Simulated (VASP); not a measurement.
# VN (Fm-3m) in VASP: a series of runs

Runs on VN. Level: PBEsol. Tasks: relaxation of cell and atoms.

All numbers are computed with VASP 6.6.1; they aren't measurements. Logs are shortened: lines on timing, memory, paths and dates and some standing lists are left out, and cuts for length are marked.

## (1) The structure

It takes space group Fm-3m (No. 225, cubic). The conventional cell has a = 4.128 Å, b = 4.128 Å, c = 4.128 Å, α = 90.00°, β = 90.00°, γ = 90.00°. V (site symmetry m-3m) has 6 N at 2.06 Å as nearest neighbours. Around N (site symmetry m-3m) lie 6 V at 2.06 Å.

## (2) Relaxation of cell and atoms, PBEsol

INCAR reads:

```
  PREC = Accurate
  ENCUT = 600
  EDIFF = 1E-6
  ISMEAR = 1
  SIGMA = 0.1
  LREAL = F
  LASPH = T
  NELM = 80
  ALGO = Normal
  ISIF = 3
  LWAVE = F
  LCHARG = F
  GGA = PS
  IBRION = 2
  NSW = 90
  EDIFFG = -0.01
```

KPOINTS reads:

```
regular mesh
0
Gamma
  16 16 16
```

POSCAR reads:

```
VN
1.0
    0.0000000000      2.0640000000      2.0640000000
    2.0640000000      0.0000000000      2.0640000000
    2.0640000000      2.0640000000      0.0000000000
V N
1 1
Direct
    0.0000000000      0.0000000000      0.0000000000
    0.5000000000      0.5000000000      0.5000000000
```

Potentials or basis: VASP PAW PBE potentials, release 64 (V_sv, N).

Launch:

```console
> cat potpaw_PBE.64/V_sv/POTCAR potpaw_PBE.64/N/POTCAR > POTCAR
> mpirun -np 1 vasp_std > vasp.out
```

OUTCAR:

```text
PREC = Accurate
   ENCUT = 600
   EDIFF = 1E-6
   ISMEAR = 1
   LREAL = F
   LASPH = T
   NELM = 80
   ISIF = 3
   GGA = PS
   IBRION = 2
   NSW = 90
   EDIFFG = -0.01

 ion  position               nearest neighbor table
   1  0.000  0.000  0.000-   2 2.06   2 2.06   2 2.06   2 2.06   2 2.06   2 2.06
   2  0.500  0.500  0.500-   1 2.06   1 2.06   1 2.06   1 2.06   1 2.06   1 2.06

  LATTYP: Found a face centered cubic cell.
 ALAT       =     4.1280000000

  Lattice vectors:

 A1 = (   0.0000000000,   2.0640000000,   2.0640000000)
 A2 = (   2.0640000000,   0.0000000000,   2.0640000000)
 A3 = (   2.0640000000,   2.0640000000,   0.0000000000)

Analysis of symmetry for initial positions (statically):
=====================================================================
 Subroutine PRICEL returns:
 Original cell was already a primitive cell.

 Routine SETGRP: Setting up the symmetry group for a
 face centered cubic supercell.

 Subroutine GETGRP returns: Found 48 space group operations
 (whereof 48 operations were pure point group operations)
 out of a pool of 48 trial point group operations.

The static configuration has the point symmetry O_h .

Analysis of symmetry for dynamics (positions and initial velocities):
=====================================================================
 Subroutine PRICEL returns:
 Original cell was already a primitive cell.

 Routine SETGRP: Setting up the symmetry group for a
 face centered cubic supercell.

 Subroutine GETGRP returns: Found 48 space group operations
 (whereof 48 operations were pure point group operations)
 out of a pool of 48 trial point group operations.

The dynamic configuration has the point symmetry O_h .

 Subroutine INISYM returns: Found 48 space group operations
 (whereof 48 operations are pure point group operations),
 and found     1 'primitive' translations

----------------------------------------------------------------------------------------

                                     Primitive cell

  volume of cell :      17.5857

  direct lattice vectors                    reciprocal lattice vectors
     0.000000000  2.064000000  2.064000000    -0.242248062  0.242248062  0.242248062
     2.064000000  0.000000000  2.064000000     0.242248062 -0.242248062  0.242248062
     2.064000000  2.064000000  0.000000000     0.242248062  0.242248062 -0.242248062

  length of vectors
     2.918936793  2.918936793  2.918936793     0.419585951  0.419585951  0.419585951

  position of ions in fractional coordinates (direct lattice)
     0.000000000  0.000000000  0.000000000
     0.500000000  0.500000000  0.500000000

  ion indices of the primitive-cell ions
   primitive index   ion index
                 1           1
                 2           2

----------------------------------------------------------------------------------------

 KPOINTS: regular mesh

Automatic generation of k-mesh.
 Grid dimensions read from file:
 generate k-points for:   16   16   16

 Generating k-lattice:

  Cartesian coordinates                     Fractional coordinates (reciprocal lattice)
    -0.015140504  0.015140504  0.015140504     0.062500000  0.000000000  0.000000000
     0.015140504 -0.015140504  0.015140504     0.000000000  0.062500000  0.000000000
     0.015140504  0.015140504 -0.015140504     0.000000000  0.000000000  0.062500000

  Length of vectors
     0.026224122  0.026224122  0.026224122

  Shift w.r.t. Gamma in fractional coordinates (k-lattice)
     0.000000000  0.000000000  0.000000000

 Subroutine IBZKPT returns following result:
 ===========================================

 Found    145 irreducible k-points:

 Following reciprocal coordinates:
            Coordinates               Weight
  0.000000  0.000000  0.000000      1.000000
  0.062500  0.000000  0.000000      8.000000
  0.125000  0.000000  0.000000      8.000000
  0.187500  0.000000  0.000000      8.000000
  0.250000  0.000000  0.000000      8.000000
  0.312500  0.000000  0.000000      8.000000
[... 16 lines left out ...]
 -0.125000  0.062500  0.000000     24.000000
 -0.062500  0.062500  0.000000     12.000000
 [... further k-points ...]
   k-points           NKPTS =    145   k-points in BZ     NKDIM =    145   number of bands    NBANDS=     13
   number of dos      NEDOS =    301   number of ions     NIONS =      2
   total plane-waves  NPLWV =  13824
   dimension x,y,z NGX =    24 NGY =   24 NGZ =   24
   dimension x,y,z NGXF=    48 NGYF=   48 NGZF=   48
   ions per type =               1   1
   NGX,Y,Z   is equivalent  to a cutoff of  13.67, 13.67, 13.67 a.u.
   NGXF,Y,Z  is equivalent  to a cutoff of  27.34, 27.34, 27.34 a.u.
 SYSTEM =  unknown system
   PREC   = accura    normal or accurate (medium, high low for compatibility)
   ISTART =      0    job   : 0-new  1-cont  2-samecut
   ICHARG =      2    charge: 1-file 2-atom 10-const
   ISPIN  =      1    spin polarized calculation?
   LNONCOLLINEAR =      F non collinear calculations
   LSORBIT =      F    spin-orbit coupling
   LASPH  =      T    aspherical Exc in radial PAW
   ENCUT  =  600.0 eV  44.10 Ry    6.64 a.u.   5.83  5.83  5.83*2*pi/ulx,y,z
   NELM   =     80;   NELMIN=  2; NELMDL= -5     # of ELM steps
   EDIFF  = 0.1E-05   stopping-criterion for ELM
   LREAL  =      F    real-space projection
   EDIFFG = -.1E-01   stopping-criterion for IOM
   NSW    =     90    number of steps for IOM
   IBRION =      2    ionic relax: 0-MD 1-quasi-New 2-CG
   NFREE  =      1    steps in history (QN), initial steepest desc. (CG)
   ISIF   =      3    stress and relaxation
   ISYM   =      2    0-nonsym 1-usesym 2-fastsym
   POTIM  = 0.5000    time-step for ionic-motion
   TEBEG  =    0.0;   TEEND  =   0.0 temperature during run
   PSTRESS=    0.0 pullay stress
   NELECT =      18.0000    total number of electrons
   NUPDOWN=      -1.0000    fix difference up-down
   EMIN   =  10.00;   EMAX   =-10.00  energy-range for DOS
   EFERMI =   0.00;   METHOD = LEGACY
   ISMEAR =     1;   SIGMA  =   0.10  broadening in eV -4-tet -1-fermi 0-gaus
   EFERMI_NEDOS =   21; number of points for ismear=-14 and -15
   IALGO  =     38    algorithm
   IMIX   =      4    mixing-type and parameters
     AMIX     =   0.40;   BMIX     =  1.00
     AMIX_MAG =   1.60;   BMIX_MAG =  1.00
  volume/ion in A,a.u.               =       8.79        59.34
  Fermi-wavevector in a.u.,A,eV,Ry     =   1.649856  3.117775 37.035385  2.722024
  Thomas-Fermi vector in A             =   2.738904
   LORBIT       =      0    0 simple, 1 ext, 2 COOP (PROOUT), +10 PAW based schemes
   GGA     = PS    functional components
   LHFCALC =     F    Hartree Fock is set to
   AEXX    =    0.0000 exact exchange contribution
   IVDW    =     0    specifies the selected vdW correction
   LEPSILON=     F    determine dielectric tensor
   LRPA    =     F    only Hartree local field effects (RPA)
 conjugate gradient relaxation of ions
 non-spin polarized calculation
 Methfessel and Paxton  Order N= 1 SIGMA  =   0.10
  energy-cutoff  :      600.00
  volume of cell :       17.59
 maximum number of plane-waves:       604
   NGX = 11   NGY = 11   NGZ = 11

--------------------------------------- Ionic step        1  -------------------------------------------

 number of electron      18.0000004 magnetization

 Free energy of the ion-electron system (eV)
  ---------------------------------------------------
  ext. energy  EPLUGINS =         0.00000000
  ---------------------------------------------------
  free energy    TOTEN  =       -20.53909409 eV

  energy without entropy =      -20.53907427  energy(sigma->0) =      -20.53908748

------------------------ aborting loop because EDIFF is reached ----------------------------------------

  FORCE on cell =-STRESS in cart. coord.  units (eV):
  Direction    XX          YY          ZZ          XY          YZ          ZX
  --------------------------------------------------------------------------------------
  -------------------------------------------------------------------------------------
  Total       -1.3527642     -1.3527642     -1.3527642     -0.0000000     -0.0000000      0.0000000
  in kB     -123.2462212   -123.2462212   -123.2462212     -0.0000000     -0.0000000      0.0000000
  external PRESSURE =    -123.2462212 kB  Pullay stress =       0.0000000 kB
[... 93 lines left out ...]
  energy  without entropy=      -20.5657795836  energy(sigma->0) =      -20.56580136

--------------------------------------- Ionic step        4  -------------------------------------------

 number of electron      18.0000005 magnetization

 Free energy of the ion-electron system (eV)
  ---------------------------------------------------
  ext. energy  EPLUGINS =         0.00000000
  ---------------------------------------------------
  free energy    TOTEN  =       -20.56581886 eV

  energy without entropy =      -20.56578587  energy(sigma->0) =      -20.56580786

 E-fermi :  12.4060     XC(G=0): -14.0082

 val. band max:       12.3709261970   @ k =  -0.3125   0.1875   0.0000
 cond. band min:      12.4123259494   @ k =  -0.4375   0.1875   0.0000
 fundamental gap:      0.0413997523
 Fermi energy:        12.4059749308

 k-point     1 :       0.0000    0.0000    0.0000
  band No.  band energies     occupation
      1     -52.8109      2.00000
      2     -26.5336      2.00000
      3     -26.5336      2.00000
      4     -26.5336      2.00000
      5      -5.8375      2.00000
      6      10.0752      2.00000
      7      10.0752      2.00000
      8      10.0752      2.00000
      9      10.7321      2.00000
     10      10.7321      2.00000
     11      10.7321      2.00000
     12      11.8417      2.00000
     13      11.8417      2.00000
[... 353 lines left out ...]
 k-point    24 :      -0.0625    0.0625    0.0000
  band No.  band energies     occupation
      1     -52.8022      2.00000
      2     -26.5876      2.00000
      3     -26.5481      2.00000
      4     -26.5349      2.00000
      5      -5.6134      2.00000
      6       8.7403      2.00000
      7       8.9371      2.00000
      8       9.2585      2.00000
      9      10.8491      2.00000
     10      11.3101      2.00000
     11      11.4195      2.00000
     12      12.4558      0.26153
     13      13.2288     -0.00000

 [... further k-points ...]

------------------------ aborting loop because EDIFF is reached ----------------------------------------

  FORCE on cell =-STRESS in cart. coord.  units (eV):
  Direction    XX          YY          ZZ          XY          YZ          ZX
  --------------------------------------------------------------------------------------
  -------------------------------------------------------------------------------------
  Total        0.0024955      0.0024955      0.0024955      0.0000000     -0.0000000      0.0000000
  in kB        0.2364226      0.2364226      0.2364226      0.0000000     -0.0000000      0.0000000
  external PRESSURE =       0.2364226 kB  Pullay stress =       0.0000000 kB
[... 17 lines left out ...]
  FREE ENERGIE OF THE ION-ELECTRON SYSTEM (eV)
  ---------------------------------------------------
  free  energy   TOTEN  =       -20.5658188595 eV

  energy  without entropy=      -20.5657858650  energy(sigma->0) =      -20.56580786

 reached required accuracy - stopping structural energy minimisation
```

It took 57 s on 1 thread of Intel Xeon Platinum 8488C (Sapphire Rapids), shared host; peak memory 0.18 GiB.

What came out:

```
Free energy                            : -20.5658 eV
Relaxed volume                         : 8.46 Å³/atom
Relaxed cell                           : a = 2.881 Å, b = 2.881 Å, c = 2.881 Å, α = 60.00°, β = 60.00°, γ = 60.00°
Space group after relaxing (to 0.05 Å) : Fm-3m (No. 225)
Energy gained by relaxing              : 13.4 meV/atom
Ionic steps                            : 4
Pressure after relaxing                : 0.0 GPa
```

The path:
```csv
step,energy change (eV),largest force (eV/Å),pressure (GPa),volume (Å³)
1,0.0000,0.0000,-12.32,17.59
2,0.0431,0.0000,23.79,15.92
3,-0.0267,0.0000,-0.21,16.92
4,-0.0267,0.0000,0.02,16.91
```

Final structure:
```cif
data_structure
_symmetry_space_group_name_H-M 'P 1'
_symmetry_Int_Tables_number 1
_cell_length_a 2.8811
_cell_length_b 2.8811
_cell_length_c 2.8811
_cell_angle_alpha 60.000
_cell_angle_beta 60.000
_cell_angle_gamma 60.000
_cell_volume 16.91
loop_
_atom_site_label
_atom_site_type_symbol
_atom_site_fract_x
_atom_site_fract_y
_atom_site_fract_z
_atom_site_occupancy
V1 V 0.00000 0.00000 0.00000 1
N1 N 0.50000 0.50000 0.50000 1
```

Caveat: the bands computed are all filled at some k points, so no gap is given; the PAW data sets were made with another functional, which shifts forces and pressure a little; the run has no spin polarisation, though such a crystal can be magnetic.

[end of part 1 of 2]
